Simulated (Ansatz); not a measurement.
Crystal: Co.

```xyz
1
Lattice="0.0000 1.7567 1.7567 1.7567 0.0000 1.7567 1.7567 1.7567 0.0000" Properties=species:S:1:pos:R:3 pbc="T T T"
Co    0.0000    0.0000    0.0000
```

This isn't the form of Co at room conditions, which is hcp.

```yaml
Program: Ansatz 0.2.0
Task: single point
Functional: PBE
Potentials_or_basis: Ansatz PAW
Cutoff: "420 eV (not typed: the program's choice for these potentials)"
k_mesh: 13 × 13 × 13
Occupations: fermi-dirac, width 0.05 eV
Spin: collinear spin, ferromagnetic start
Starting_moments: "[2.0] μB"
```

On this cell: pressure 1.1 GPa; net moment 1.64 μB per cell; site moments Co +1.70 μB; band gap on the k mesh none (metal or under the smearing width).

The same run follows on a disturbed copy (cell strained at random at fixed volume):

```
Co
1.0
     0.00328    1.75657    1.80393
     1.76704    0.03018    1.77704
     1.76833    1.73097    0.02888
Co
1
Cartesian
  0.0245 -0.0261 0.0089
```

What changes?

The energy (extrapolated to zero smearing) moves by +7.4 meV/atom; pressure 1.3 GPa; net moment 1.64 μB per cell; site moments Co +1.70 μB; band gap on the k mesh none (metal or under the smearing width).

Stress tensor (GPa, compression positive):
```
 0.53 -0.41 -0.17
-0.41  3.59 -5.03
-0.17 -5.03 -0.13
```
